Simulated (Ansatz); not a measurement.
# ZrSi2: the cost of one run

Program: Ansatz 0.2.0. Level of theory: DFT PBEsol, scalar-relativistic, plane waves, PAW. These are calculated values, not measurements.

1 further run of the same task is left out (set aside as unsound or not needed).

## Step 1: The starting structure

It takes space group Cmcm (No. 63, orthorhombic). Conventional cell: a = 3.674 Å, b = 14.566 Å, c = 3.657 Å, α = 90.00°, β = 90.00°, γ = 90.00°. Around Zr (site symmetry m2m) lie 10 Si at 2.70 to 2.95 Å. Si (site symmetry m2m) has 2 Si at 2.41 Å and 6 Zr at 2.70 to 2.95 Å as nearest neighbours. Si (site symmetry m2m) has 4 Si at 2.59 Å and 4 Zr at 2.80 Å as nearest neighbours.

Structure file:

```
CELL_PARAMETERS angstrom
1.83713 -7.28295 0.00000
1.83713 7.28295 0.00000
0.00000 0.00000 3.65677
ATOMIC_POSITIONS crystal
Zr 0.89528 0.10472 0.75000
Zr 0.10472 0.89528 0.25000
Si 0.55396 0.44604 0.75000
Si 0.44604 0.55396 0.25000
Si 0.25023 0.74977 0.75000
Si 0.74977 0.25023 0.25000
```

It is the result of an earlier relaxation at this level (volume 16.31 Å³/atom; gap on the mesh: none (metal)).

## Step 2: Bulk reference on the slab's mesh

The input, input.yaml:

```yaml
crystal:
  lattice:
    - [3.6567655758, 0.0, 0.0]
    - [0.0, 7.5110806268, 0.0]
    - [0.0, -0.8986839955, 3.5626595365]
  atoms:
    - { symbol: Zr, position: [0.25, 0.2094347963, 0.1047173981] }
    - { symbol: Zr, position: [0.75, 0.7905652037, 0.8952826019] }
    - { symbol: Si, position: [0.25, 0.8920829932, 0.4460414966] }
    - { symbol: Si, position: [0.75, 0.1079170068, 0.5539585034] }
    - { symbol: Si, position: [0.25, 0.4995364202, 0.7497682101] }
    - { symbol: Si, position: [0.75, 0.5004635798, 0.2502317899] }
basis:
  ecutwfc: 420
kpoints:
  mp_grid: { grid: [10, 5, 10] }
hamiltonian:
  xc: pbesol
scf:
  occupations: { method: gaussian, width: 0.1 }
output:
  forces: true
  stress: true
  eigenvalues: true
```

Started as:

```sh
ansatz run input.yaml --threads 4 --pin off --max-ram 10240MiB --backend cpu --events-out ev --progress --plain --runs-dir out
```

**Question.** How long does this run take on 4 threads of Intel Xeon 6975P-C (Granite Rapids), shared host, and how much memory does it need?

About 3.5 s, with a peak of 0.67 GiB.
